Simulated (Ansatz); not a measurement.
Fe3Ge:

```xyz
4
Lattice="3.6605 0.0000 0.0000 0.0000 3.6605 0.0000 0.0000 0.0000 3.6605" Properties=species:S:1:pos:R:3 pbc="T T T"
Ge    0.0000    0.0000    0.0000
Fe    1.8303    0.0000    1.8303
Fe    1.8303    1.8303    0.0000
Fe    0.0000    1.8303    1.8303
```

The cell comes from a database or a generator and needn't be the stable form of this composition.

Alike in all runs: program Ansatz 0.2.0; functional PBEsol; potentials or basis Ansatz PAW; cutoff 420 eV (not typed: the program's choice for these potentials); k mesh 7 × 7 × 7; occupations fermi-dirac, width 0.05 eV.

The same cell was started in several ways:

```tsv
start	free energy over the lowest (meV/atom)	net moment (μB)	site or absolute moments (μB)	gap
no spin polarisation	320.2	-	-	none (metal or under the smearing width)
collinear spin, ferromagnetic start of up to 3 μB	0.0	6.41	Ge -0.12; Fe +2.20	none (metal or under the smearing width)
collinear spin, ferromagnetic start of up to 4.5 μB	0.0	6.41	Ge -0.12; Fe +2.20	none (metal or under the smearing width)
collinear spin, ferrimagnetic start of up to 3 μB	0.0	6.41	Ge -0.12; Fe +2.20	none (metal or under the smearing width)
```

Allowing spin polarisation gains 320 meV/atom. A still lower state may exist.

Caveats: the starting moments weren't kept (some runs).
